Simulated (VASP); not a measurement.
# Si (Fd-3m) in VASP: relaxation of cell and atoms with PBE

Aim: the relaxation of cell and atoms of Si with PBE.

Program: VASP 6.6.1. These are calculated values, not measurements. Logs are shortened: lines on timing, memory, paths and dates and some standing lists are left out, and cuts for length are marked.

## (1) The crystal as given

The structure is cubic, space group Fd-3m (No. 227). Conventional cell: a = 5.468 Å, b = 5.468 Å, c = 5.468 Å, α = 90.00°, β = 90.00°, γ = 90.00°. Si (site symmetry -43m) has 4 Si at 2.37 Å as nearest neighbours.

## (2) Relaxation of cell and atoms, PBE

File INCAR:

```
PREC = Accurate
ENCUT = 600
EDIFF = 1E-6
ISMEAR = 0
SIGMA = 0.02
LREAL = False
LASPH = True
NELM = 80
ALGO = Normal
ISIF = 3
LWAVE = False
LCHARG = False
GGA = PE
IBRION = 2
NSW = 60
EDIFFG = -0.005
```

File KPOINTS:

```
regular mesh
0
Gamma
  8 8 8
```

File POSCAR:

```
Si
1.0
    0.0000000000      2.7340000000      2.7340000000
    2.7340000000      0.0000000000      2.7340000000
    2.7340000000      2.7340000000      0.0000000000
Si
2
Direct
    0.0000000000      0.0000000000      0.0000000000
    0.2500000000      0.2500000000      0.2500000000
```

Potentials or basis: VASP PAW PBE potentials, release 64 (Si).

On the command line:

```
$ cat potpaw_PBE.64/Si/POTCAR > POTCAR
$ mpirun -np 1 vasp_std > vasp.out
```

OUTCAR:

```text
PREC = Accurate
   ENCUT = 600
   EDIFF = 1E-6
   ISMEAR = 0
   LREAL = False
   LASPH = True
   NELM = 80
   ISIF = 3
   GGA = PE
   IBRION = 2
   NSW = 60
   EDIFFG = -0.005

 ion  position               nearest neighbor table
   1  0.000  0.000  0.000-   2 2.37   2 2.37   2 2.37   2 2.37
   2  0.250  0.250  0.250-   1 2.37   1 2.37   1 2.37   1 2.37

  LATTYP: Found a face centered cubic cell.
 ALAT       =     5.4680000000

  Lattice vectors:

 A1 = (   0.0000000000,   2.7340000000,   2.7340000000)
 A2 = (   2.7340000000,   0.0000000000,   2.7340000000)
 A3 = (   2.7340000000,   2.7340000000,   0.0000000000)

Analysis of symmetry for initial positions (statically):
=====================================================================
 Subroutine PRICEL returns:
 Original cell was already a primitive cell.

 Routine SETGRP: Setting up the symmetry group for a
 face centered cubic supercell.

 Subroutine GETGRP returns: Found 48 space group operations
 (whereof 24 operations were pure point group operations)
 out of a pool of 48 trial point group operations.

The static configuration has the point symmetry T_d .
 The point group associated with its full space group is O_h .

Analysis of symmetry for dynamics (positions and initial velocities):
=====================================================================
 Subroutine PRICEL returns:
 Original cell was already a primitive cell.

 Routine SETGRP: Setting up the symmetry group for a
 face centered cubic supercell.

 Subroutine GETGRP returns: Found 48 space group operations
 (whereof 24 operations were pure point group operations)
 out of a pool of 48 trial point group operations.

The dynamic configuration has the point symmetry T_d .
 The point group associated with its full space group is O_h .

 Subroutine INISYM returns: Found 48 space group operations
 (whereof 24 operations are pure point group operations),
 and found     1 'primitive' translations

----------------------------------------------------------------------------------------

                                     Primitive cell

  volume of cell :      40.8720

  direct lattice vectors                    reciprocal lattice vectors
     0.000000000  2.734000000  2.734000000    -0.182882224  0.182882224  0.182882224
     2.734000000  0.000000000  2.734000000     0.182882224 -0.182882224  0.182882224
     2.734000000  2.734000000  0.000000000     0.182882224  0.182882224 -0.182882224

  length of vectors
     3.866459880  3.866459880  3.866459880     0.316761304  0.316761304  0.316761304

  position of ions in fractional coordinates (direct lattice)
     0.000000000  0.000000000  0.000000000
     0.250000000  0.250000000  0.250000000

  ion indices of the primitive-cell ions
   primitive index   ion index
                 1           1
                 2           2

----------------------------------------------------------------------------------------

 KPOINTS: regular mesh

Automatic generation of k-mesh.
 Grid dimensions read from file:
 generate k-points for:    8    8    8

 Generating k-lattice:

  Cartesian coordinates                     Fractional coordinates (reciprocal lattice)
    -0.022860278  0.022860278  0.022860278     0.125000000  0.000000000  0.000000000
     0.022860278 -0.022860278  0.022860278     0.000000000  0.125000000  0.000000000
     0.022860278  0.022860278 -0.022860278     0.000000000  0.000000000  0.125000000

  Length of vectors
     0.039595163  0.039595163  0.039595163

  Shift w.r.t. Gamma in fractional coordinates (k-lattice)
     0.000000000  0.000000000  0.000000000

 Subroutine IBZKPT returns following result:
 ===========================================

 Found     29 irreducible k-points:

 Following reciprocal coordinates:
            Coordinates               Weight
  0.000000  0.000000  0.000000      1.000000
  0.125000  0.000000  0.000000      8.000000
  0.250000  0.000000  0.000000      8.000000
  0.375000  0.000000  0.000000      8.000000
  0.500000  0.000000  0.000000      4.000000
  0.125000  0.125000  0.000000      6.000000
[... 16 lines left out ...]
  0.500000  0.250000  0.125000     48.000000
 -0.375000  0.250000  0.125000     24.000000
 [... further k-points ...]
   k-points           NKPTS =     29   k-points in BZ     NKDIM =     29   number of bands    NBANDS=      8
   number of dos      NEDOS =    301   number of ions     NIONS =      2
   total plane-waves  NPLWV =  32768
   dimension x,y,z NGX =    32 NGY =   32 NGZ =   32
   dimension x,y,z NGXF=    64 NGYF=   64 NGZF=   64
   ions per type =               2
   NGX,Y,Z   is equivalent  to a cutoff of  13.76, 13.76, 13.76 a.u.
   NGXF,Y,Z  is equivalent  to a cutoff of  27.52, 27.52, 27.52 a.u.
 SYSTEM =  unknown system
   PREC   = accura    normal or accurate (medium, high low for compatibility)
   ISTART =      0    job   : 0-new  1-cont  2-samecut
   ICHARG =      2    charge: 1-file 2-atom 10-const
   ISPIN  =      1    spin polarized calculation?
   LNONCOLLINEAR =      F non collinear calculations
   LSORBIT =      F    spin-orbit coupling
   LASPH  =      T    aspherical Exc in radial PAW
   ENCUT  =  600.0 eV  44.10 Ry    6.64 a.u.   7.72  7.72  7.72*2*pi/ulx,y,z
   NELM   =     80;   NELMIN=  2; NELMDL= -5     # of ELM steps
   EDIFF  = 0.1E-05   stopping-criterion for ELM
   LREAL  =      F    real-space projection
   EDIFFG = -.5E-02   stopping-criterion for IOM
   NSW    =     60    number of steps for IOM
   IBRION =      2    ionic relax: 0-MD 1-quasi-New 2-CG
   NFREE  =      1    steps in history (QN), initial steepest desc. (CG)
   ISIF   =      3    stress and relaxation
   ISYM   =      2    0-nonsym 1-usesym 2-fastsym
   POTIM  = 0.5000    time-step for ionic-motion
   TEBEG  =    0.0;   TEEND  =   0.0 temperature during run
   PSTRESS=    0.0 pullay stress
   NELECT =       8.0000    total number of electrons
   NUPDOWN=      -1.0000    fix difference up-down
   EMIN   =  10.00;   EMAX   =-10.00  energy-range for DOS
   EFERMI =   0.00;   METHOD = LEGACY
   ISMEAR =     0;   SIGMA  =   0.02  broadening in eV -4-tet -1-fermi 0-gaus
   EFERMI_NEDOS =   21; number of points for ismear=-14 and -15
   IALGO  =     38    algorithm
   IMIX   =      4    mixing-type and parameters
     AMIX     =   0.40;   BMIX     =  1.00
     AMIX_MAG =   1.60;   BMIX_MAG =  1.00
  volume/ion in A,a.u.               =      20.44       137.91
  Fermi-wavevector in a.u.,A,eV,Ry     =   0.950524  1.796229 12.292802  0.903495
  Thomas-Fermi vector in A             =   2.078909
   LORBIT       =      0    0 simple, 1 ext, 2 COOP (PROOUT), +10 PAW based schemes
   GGA     = PE    functional components
   LHFCALC =     F    Hartree Fock is set to
   AEXX    =    0.0000 exact exchange contribution
   IVDW    =     0    specifies the selected vdW correction
   LEPSILON=     F    determine dielectric tensor
   LRPA    =     F    only Hartree local field effects (RPA)
 conjugate gradient relaxation of ions
 non-spin polarized calculation
 Gauss-broadening in eV      SIGMA  =   0.02
  energy-cutoff  :      600.00
  volume of cell :       40.87
 maximum number of plane-waves:      1384
   NGX = 15   NGY = 15   NGZ = 15

--------------------------------------- Ionic step        1  -------------------------------------------

 number of electron       8.0000000 magnetization

 Free energy of the ion-electron system (eV)
  ---------------------------------------------------
  ext. energy  EPLUGINS =         0.00000000
  ---------------------------------------------------
  free energy    TOTEN  =       -10.84621022 eV

  energy without entropy =      -10.84621022  energy(sigma->0) =      -10.84621022

------------------------ aborting loop because EDIFF is reached ----------------------------------------

  FORCE on cell =-STRESS in cart. coord.  units (eV):
  Direction    XX          YY          ZZ          XY          YZ          ZX
  --------------------------------------------------------------------------------------
  -------------------------------------------------------------------------------------
  Total        0.0117029      0.0117029      0.0117029      0.0000000      0.0000000      0.0000000
  in kB        0.4587544      0.4587544      0.4587544      0.0000000      0.0000000      0.0000000
  external PRESSURE =       0.4587544 kB  Pullay stress =       0.0000000 kB

 VOLUME and BASIS-vectors are now :
 -----------------------------------------------------------------------------
  energy-cutoff  :      600.00
  volume of cell :       40.87
      direct lattice vectors                 reciprocal lattice vectors
     0.000000000  2.734000000  2.734000000    -0.182882224  0.182882224  0.182882224
     2.734000000  0.000000000  2.734000000     0.182882224 -0.182882224  0.182882224
     2.734000000  2.734000000  0.000000000     0.182882224  0.182882224 -0.182882224

 POSITION                                       TOTAL-FORCE (eV/Angst)
 -----------------------------------------------------------------------------------
      0.00000      0.00000      0.00000         0.000000      0.000000      0.000000
      1.36700      1.36700      1.36700        -0.000000     -0.000000     -0.000000
 -----------------------------------------------------------------------------------
    total drift:                               -0.000000      0.000000      0.000000

  FREE ENERGIE OF THE ION-ELECTRON SYSTEM (eV)
  ---------------------------------------------------
  free  energy   TOTEN  =       -10.8462102173 eV

  energy  without entropy=      -10.8462102173  energy(sigma->0) =      -10.84621022

--------------------------------------- Ionic step        2  -------------------------------------------

 number of electron       8.0000000 magnetization

 Free energy of the ion-electron system (eV)
  ---------------------------------------------------
  ext. energy  EPLUGINS =         0.00000000
  ---------------------------------------------------
  free energy    TOTEN  =       -10.84621051 eV

  energy without entropy =      -10.84621051  energy(sigma->0) =      -10.84621051

 E-fermi :   5.7199     XC(G=0):  -9.3246

 val. band max:        5.6130958917   @ k =   0.0000   0.0000   0.0000
 cond. band min:       6.2638361080   @ k =   0.3750   0.3750   0.0000
 fundamental gap:      0.6507402162
 Fermi energy:         5.7198973221

 k-point     1 :       0.0000    0.0000    0.0000
  band No.  band energies     occupation
      1      -6.1988      2.00000
      2       5.6131      2.00000
      3       5.6131      2.00000
      4       5.6131      2.00000
      5       8.1693      0.00000
      6       8.1693      0.00000
      7       8.1693      0.00000
      8       8.7420      0.00000

 k-point     2 :       0.1250    0.0000    0.0000
  band No.  band energies     occupation
      1      -5.9984      2.00000
      2       4.0224      2.00000
      3       5.3308      2.00000
      4       5.3308      2.00000
      5       8.0546      0.00000
      6       8.5846      0.00000
      7       8.5846      0.00000
      8      10.1421      0.00000

 k-point     3 :       0.2500    0.0000    0.0000
  band No.  band energies     occupation
      1      -5.4142      2.00000
      2       1.7275      2.00000
      3       4.8683      2.00000
      4       4.8683      2.00000
      5       7.5708      0.00000
      6       9.1024      0.00000
      7       9.1024      0.00000
      8      12.3608      0.00000
[... 210 lines left out ...]
 k-point    23 :       0.5000    0.2500    0.1250
  band No.  band energies     occupation
      1      -4.0253      2.00000
      2      -0.1737      2.00000
      3       2.3581      2.00000
      4       3.7262      2.00000
      5       8.4770      0.00000
      6       9.1423      0.00000
      7      10.5899      0.00000
      8      11.4902      0.00000

 k-point    24 :      -0.3750    0.2500    0.1250
  band No.  band energies     occupation
      1      -3.3914      2.00000
      2      -1.0927      2.00000
      3       2.2267      2.00000
      4       3.5033      2.00000
      5       8.6358      0.00000
      6       8.7594      0.00000
      7      11.4586      0.00000
      8      12.6783      0.00000

 [... further k-points ...]

------------------------ aborting loop because EDIFF is reached ----------------------------------------

  FORCE on cell =-STRESS in cart. coord.  units (eV):
  Direction    XX          YY          ZZ          XY          YZ          ZX
  --------------------------------------------------------------------------------------
  -------------------------------------------------------------------------------------
  Total       -0.0086421     -0.0086421     -0.0086421      0.0000000     -0.0000000      0.0000000
  in kB       -0.3384839     -0.3384839     -0.3384839      0.0000000     -0.0000000      0.0000000
  external PRESSURE =      -0.3384839 kB  Pullay stress =       0.0000000 kB

 VOLUME and BASIS-vectors are now :
 -----------------------------------------------------------------------------
  energy-cutoff  :      600.00
  volume of cell :       40.91
      direct lattice vectors                 reciprocal lattice vectors
    -0.000000000  2.734771782  2.734771782    -0.182830612  0.182830612  0.182830612
     2.734771782 -0.000000000  2.734771782     0.182830612 -0.182830612  0.182830612
     2.734771782  2.734771782  0.000000000     0.182830612  0.182830612 -0.182830612

 POSITION                                       TOTAL-FORCE (eV/Angst)
 -----------------------------------------------------------------------------------
      0.00000      0.00000      0.00000         0.000000      0.000000     -0.000000
      1.36739      1.36739      1.36739         0.000000     -0.000000      0.000000
 -----------------------------------------------------------------------------------
    total drift:                               -0.000000     -0.000000      0.000000

  FREE ENERGIE OF THE ION-ELECTRON SYSTEM (eV)
  ---------------------------------------------------
  free  energy   TOTEN  =       -10.8462105109 eV

  energy  without entropy=      -10.8462105109  energy(sigma->0) =      -10.84621051

 reached required accuracy - stopping structural energy minimisation
```

Run time: 5.7 s. Hardware: 1 thread of Intel Xeon 6975P-C (Granite Rapids), shared host; peak memory 0.15 GiB.

Results:

| Property | Result |
| --- | --- |
| Free energy | -10.8462 eV |
| Relaxed volume | 20.45 Å³/atom |
| Relaxed cell | a = 3.868 Å, b = 3.868 Å, c = 3.868 Å, α = 60.00°, β = 60.00°, γ = 60.00° |
| Space group after relaxing (to 0.05 Å) | Fd-3m (No. 227) |
| Energy gained by relaxing | 0.0 meV/atom |
| Ionic steps | 2 |
| Pressure after relaxing | 0.0 GPa |
| Band gap on the k mesh | 0.65 eV, indirect (least direct gap 2.56 eV) |

Final structure:
```
Si
1.0
     0.00000    2.73477    2.73477
     2.73477    0.00000    2.73477
     2.73477    2.73477    0.00000
Si
2
Direct
  0.00000 0.00000 0.00000
  0.25000 0.25000 0.25000
```

Levels at points of the mesh, in eV from the valence-band top:
| k point | band 2 | band 3 | band 4 | band 5 | band 6 | band 7 |
| --- | --- | --- | --- | --- | --- | --- |
| (0.00, 0.00, 0.00) | 0.00 | 0.00 | 0.00 | 2.56 | 2.56 | 2.56 |
| (0.50, 0.00, 0.00) | -6.87 | -1.18 | -1.18 | 1.46 | 3.35 | 3.35 |
| (0.50, 0.50, 0.00) | -7.74 | -2.79 | -2.79 | 0.75 | 0.75 | 9.93 |

A k mesh can miss the band edges. Expect the measured gap to be larger: semilocal functionals such as PBE lack the derivative discontinuity.
